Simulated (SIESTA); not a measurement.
The system is SiO2.

```
Si O
1.0
    -2.62334    4.77675    4.44167
     2.62334   -4.77675    4.44167
     2.62334    4.77675   -4.44167
Si O
4 8
Direct
  0.26034 0.84494 0.41540
  0.07045 0.15506 0.91540
  0.73966 0.15506 0.58460
  0.92955 0.84494 0.08460
  0.50000 0.00000 0.50000
  0.00000 0.00000 0.00000
  0.79318 0.00000 0.29318
  0.20682 0.50000 0.20682
  0.20682 0.00000 0.70682
  0.79318 0.50000 0.79318
  0.86931 0.11931 0.75000
  0.13069 0.88069 0.25000
```

The cell comes from a database or a generator and needn't be the stable form of this composition.

Base run:

- Program: SIESTA 5.4.2
- Functional: LDA
- Potentials or basis: PseudoDojo 0.4 standard (LDA files)
- Basis: DZP (energy shift 0.003 Ry)
- Grid cutoff: 800 Ry
- Energy shift: 0.003 Ry
- k mesh: 6 × 6 × 6
- Occupations: fermi-dirac, width 0.05 eV
- Spin: no spin polarisation

Its results: band gap on the k mesh 6.63 eV, direct; pressure 0.7 GPa; largest force 0.313 eV/Å.

Problem. The run is repeated on the same cell with these changes: functional from LDA to PBEsol; potentials or basis from PseudoDojo 0.4 standard (LDA files) to PseudoDojo 0.4 standard (PBEsol files). What comes out?

Solution. Band gap on the k mesh 6.64 eV, direct; pressure 4.1 GPa; largest force 0.528 eV/Å.

Caveats: the basis of atomic orbitals isn't converged, which shifts pressures, moduli and gaps.

Not every run made on this cell is shown here.
